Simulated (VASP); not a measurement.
**VASP 6.6.1 run: KF**

INCAR

```
METAGGA = R2SCAN
NELM = 120
SIGMA = 0.01
PREC = Low
NELECT = 15
IBRION = -1
NSW = 0
ALGO = Conjugate
LWAVE = .FALSE.
LCHARG = .FALSE.
ISMEAR = 0
EDIFF = 1E-7
LASPH = .TRUE.
LREAL = .FALSE.
NBANDS = 15
ENCUT = 520
ISIF = 2
```

KPOINTS

```
KPOINTS created by Atomic Simulation Environment
0
Gamma
8 8 8
0 0 0
```

POSCAR

```
K  F
 1.0000000000000000
     0.0000000000000000    2.6855501609000001    2.6855501609000001
     2.6855501609000001    0.0000000000000000    2.6855501609000001
     2.6855501609000001    2.6855501609000001    0.0000000000000000
 K   F
   1   1
Cartesian
  0.0000000000000000  0.0000000000000000  0.0000000000000000
  2.6855501609000001  2.6855501609000001  2.6855501609000001
```

The recommended PBE PAW datasets give the neutral cell 16 valence electrons.

Command

```
mpirun -np 1 vasp_std
```

OSZICAR

```
N       E                     dE             d eps       ncg     rms           ort
DAV:   1     0.936603880116E+02    0.93660E+02   -0.91113E+03   435   0.104E+03
DAV:   2    -0.947435822246E+01   -0.10313E+03   -0.95460E+02   435   0.271E+02
DAV:   3    -0.135770295352E+02   -0.41027E+01   -0.40484E+01   435   0.463E+01
DAV:   4    -0.137015404545E+02   -0.12451E+00   -0.12447E+00   435   0.785E+00
DAV:   5    -0.137046627253E+02   -0.31223E-02   -0.31222E-02   435   0.942E-01
SDA:   6    -0.942205897752E+01    0.42826E+01   -0.31222E-02   435   0.185E+01   0.000E+00
CGA:   7    -0.980939615386E+01   -0.38734E+00   -0.38706E+00   435   0.190E+00   0.165E-01
CGA:   8    -0.988222279178E+01   -0.72827E-01   -0.71944E-01   435   0.750E-01   0.491E-02
CGA:   9    -0.990855718949E+01   -0.26334E-01   -0.26124E-01   435   0.141E-01   0.149E-02
CGA:  10    -0.991372057834E+01   -0.51634E-02   -0.51578E-02   435   0.239E-02   0.296E-04
CGA:  11    -0.991454551770E+01   -0.82494E-03   -0.82141E-03   435   0.271E-03   0.349E-04
CGA:  12    -0.991464239334E+01   -0.96876E-04   -0.96373E-04   435   0.400E-04   0.518E-05
CGA:  13    -0.991465925566E+01   -0.16862E-04   -0.16684E-04   435   0.109E-04   0.122E-05
SDA:  14    -0.991466302518E+01   -0.37695E-05   -0.36028E-05   435   0.293E-05   0.381E-05
SDA:  15    -0.991466440743E+01   -0.13823E-05   -0.12531E-05   435   0.978E-06   0.881E-06
SDA:  16    -0.991466487258E+01   -0.46515E-06   -0.40859E-06   435   0.470E-06   0.472E-06
SDA:  17    -0.991466501264E+01   -0.14006E-06   -0.14248E-06   435   0.269E-06   0.323E-06
SDA:  18    -0.991466510267E+01   -0.90036E-07   -0.87186E-07   435   0.171E-06   0.214E-06
   1 F= -.99146651E+01 E0= -.99138837E+01  d E =-.156286E-02
```

Standard output (part)

```
POSCAR found type information on POSCAR K F
 POSCAR found :  2 types and       2 ions
 LDA part: xc-table for (None), standard interpolation
 POSCAR, INCAR and KPOINTS ok, starting setup
 WAVECAR not read
 entering main loop
 gam= 0.000 g(H,U,f)=  0.138E+01 0.474E+00 0.397E-02 ort(H,U,f) = 0.000E+00 0.000E+00 0.000E+00
 gam= 0.000 trial= 0.400  step=  0.4174 mean=  0.4000
 gam= 0.102 g(H,U,f)=  0.113E+00 0.766E-01 0.560E-04 ort(H,U,f) =-0.153E+00 0.170E+00 0.571E-04
 gam= 0.102 trial= 0.402  step=  0.7505 mean=  0.4017
 gam= 0.395 g(H,U,f)=  0.580E-01 0.169E-01 0.340E-04 ort(H,U,f) =-0.361E-01 0.410E-01 0.394E-04
 gam= 0.395 trial= 0.437  step=  0.6791 mean=  0.4366
 gam= 0.188 g(H,U,f)=  0.117E-01 0.235E-02 0.634E-04 ort(H,U,f) =-0.830E-02 0.974E-02 0.575E-04
 gam= 0.188 trial= 0.461  step=  0.7185 mean=  0.4609
 gam= 0.170 g(H,U,f)=  0.226E-02 0.122E-03 0.141E-05 ort(H,U,f) =-0.828E-03 0.864E-03-0.620E-05
 gam= 0.170 trial= 0.487  step=  0.6867 mean=  0.4866
 gam= 0.114 g(H,U,f)=  0.251E-03 0.197E-04 0.258E-06 ort(H,U,f) =-0.378E-04 0.725E-04 0.208E-06
 gam= 0.114 trial= 0.507  step=  0.7001 mean=  0.5066
 gam= 0.147 g(H,U,f)=  0.349E-04 0.500E-05 0.123E-06 ort(H,U,f) =-0.710E-05 0.121E-04 0.184E-06
 gam= 0.147 trial= 0.526  step=  0.8186 mean=  0.5260
 gam= 0.272 g(H,U,f)=  0.101E-04 0.613E-06 0.171E-06 ort(H,U,f) =-0.525E-06 0.158E-05 0.157E-06
 gam= 0.272 trial= 0.555  step=  0.6423 mean=  0.5552
...
```

From OUTCAR

```
k-points           NKPTS =     29   k-points in BZ     NKDIM =     29   number of bands    NBANDS=     15

   NELECT =      15.0000    total number of electrons

   dimension x,y,z NGX =    24 NGY =   24 NGZ =   24
   dimension x,y,z NGXF=    24 NGYF=   24 NGZF=   24

  energy-cutoff  :      520.00
  volume of cell :       38.74
      direct lattice vectors                 reciprocal lattice vectors
     0.000000000  2.685550161  2.685550161    -0.186181590  0.186181590  0.186181590
     2.685550161  0.000000000  2.685550161     0.186181590 -0.186181590  0.186181590
     2.685550161  2.685550161  0.000000000     0.186181590  0.186181590 -0.186181590

 k-points in reciprocal lattice and weights: KPOINTS created by Atomic Simulation Env
   0.00000000  0.00000000  0.00000000       0.002
   0.12500000  0.00000000  0.00000000       0.016
   0.25000000  0.00000000  0.00000000       0.016
   0.37500000  0.00000000  0.00000000       0.016
   0.50000000  0.00000000  0.00000000       0.008
   0.12500000  0.12500000  0.00000000       0.012
   0.25000000  0.12500000  0.00000000       0.047
   0.37500000  0.12500000  0.00000000       0.047
   ...

 E-fermi :  -6.9067

 k-point     1 :       0.0000    0.0000    0.0000
  band No.  band energies     occupation
      1     -29.7066      2.00000
      2     -26.9419      2.00000
      3     -12.1899      2.00000
      4     -12.1894      2.00000
      5     -12.1894      2.00000
      6      -6.9069      1.08854
      7      -6.9025      0.61013
      8      -6.9025      0.61013
      9       4.2220      0.00000
     10       8.9913      0.00000
     11       8.9918      0.00000
     12       8.9918      0.00000
     13      10.6258      0.00000
     14      10.6258      0.00000
     15      15.1248      0.00000

 k-point     2 :       0.1250    0.0000    0.0000
  band No.  band energies     occupation
      1     -29.6848      2.00000
      2     -26.9596      2.00000
      3     -12.2303      2.00000
      4     -12.1904      2.00000
      5     -12.1899      2.00000
      6      -6.9654      2.00000
      7      -6.9390      2.00000
      8      -6.9352      1.99996
      9       4.5862      0.00000
     10       8.6985      0.00000
     11       9.1934      0.00000
     12       9.1941      0.00000
     13      10.7243      0.00000
     14      10.7252      0.00000
     15      15.8897      0.00000

 k-point     3 :       0.2500    0.0000    0.0000
  band No.  band energies     occupation
      1     -29.6308      2.00000
      2     -27.0052      2.00000
      3     -12.3292      2.00000
      4     -12.1914      2.00000
      5     -12.1909      2.00000
      6      -7.1065      2.00000
      7      -7.0175      2.00000
      8      -7.0136      2.00000
      9       5.5169      0.00000
     10       8.2769      0.00000
     11       9.6528      0.00000
     12       9.6564      0.00000
     13      11.1072      0.00000
     14      11.1104      0.00000
     15      16.9653      0.00000

 ...

  Total       -3.5007999     -3.5007999     -3.5007999      0.0000000      0.0000000     -0.0000000
  in kB     -144.7931676   -144.7931676   -144.7931676      0.0000000      0.0000000     -0.0000000
  external PRESSURE =    -144.7931676 kB  Pullay stress =       0.0000000 kB

 POSITION                                       TOTAL-FORCE (eV/Angst)
 -----------------------------------------------------------------------------------
      0.00000      0.00000      0.00000        -0.000000     -0.000000     -0.000000
      2.68555      2.68555      2.68555         0.000000      0.000000      0.000000
 -----------------------------------------------------------------------------------
    total drift:                                0.000000      0.000000      0.000000

  FREE ENERGIE OF THE ION-ELECTRON SYSTEM (eV)
  ---------------------------------------------------
  free  energy   TOTEN  =        -9.9146651027 eV

  energy  without entropy=       -9.9131022458  energy(sigma->0) =       -9.91388367
```

It converged. Results: pressure -14.5 GPa.

The cell is charged and sits in a uniform background.

For comparison, a separate r²SCAN run of the intended cell, on usual settings and not on those above, gives a gap of 6.75 eV on its mesh and a pressure of -1.0 GPa.
